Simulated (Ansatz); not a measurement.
## Pressure series in ZnGeP2

The reference is ZnGeP₂ in the chalcopyrite structure (space group I-42d, No. 122).

```xyz
8
Lattice="-2.7121 2.7121 5.3548 2.7121 -2.7121 5.3548 2.7121 2.7121 -5.3548" Properties=species:S:1:pos:R:3 pbc="T T T"
Zn     0.0000     2.7121     2.6774
Zn     0.0000     0.0000     0.0000
Ge     2.7121     0.0000     2.6774
Ge     0.0000     0.0000     5.3548
P      1.3560     1.3649    -1.3387
P      1.3560     1.3472     4.0161
P      4.0593     1.3560     1.3387
P     -1.3472     1.3560     6.6935
```

Cell and atoms are relaxed at each pressure.

Level of theory: Kohn–Sham DFT with the PBEsol functional, run in Ansatz (a program for electronic structure) with PAW and 420 eV plane waves, without spin-orbit coupling, earlier PAW set.

| case | band gap | lattice parameter a | hole mass | c/a ratio | smallest direct gap |
|---|---|---|---|---|---|
| base | 1.07 eV | 5.424 Å | 0.096 mₑ along c, 0.33 mₑ across (at Γ) | 1.974 | 1.24 eV |
| pressure −1 GPa | 1.09 eV | 5.446 Å | 0.091 mₑ along c, 0.34 mₑ across (at Γ) | 1.974 | 1.27 eV |
| pressure 0.9 GPa | 1.05 eV | 5.405 Å | 0.100 mₑ along c, 0.33 mₑ across (at Γ) | 1.974 | 1.22 eV |
| pressure 2.1 GPa | 1.03 eV | 5.381 Å | 0.10 mₑ along c, 0.32 mₑ across (at Γ) | 1.974 | 1.19 eV |
| pressure 4.5 GPa | (withheld) | 5.337 Å | 0.11 mₑ along c, 0.31 mₑ across (at Γ) | 1.974 | 1.13 eV |
| pressure 9 GPa | 0.92 eV | 5.267 Å | (withheld) | 1.974 | 1.03 eV |
| pressure 15 GPa | (withheld) | 5.189 Å | 0.14 mₑ along c, 0.27 mₑ across (at Γ) | 1.974 | 0.91 eV |
| pressure 22.5 GPa | 0.72 eV | 5.109 Å | 0.16 mₑ along c, 0.25 mₑ across (at Γ) | 1.974 | 0.78 eV |
| pressure 30 GPa | 0.63 eV | 5.043 Å | 0.17 mₑ along c, 0.24 mₑ across (at Γ) | 1.972 | 0.66 eV |

### Question
What belongs in the blanks?

### Answer

- pressure 4.5 GPa, band gap: 0.99 eV
- pressure 9 GPa, hole mass: 0.13 mₑ along c, 0.29 mₑ across (at Γ)
- pressure 15 GPa, band gap: 0.83 eV

Load acts through the strain it causes; cell and atoms are relaxed under it. Effective masses come from finite differences of ±0.01 Å⁻¹. Whether these cells are dynamically stable was not tested. No other phases were tried under pressure.
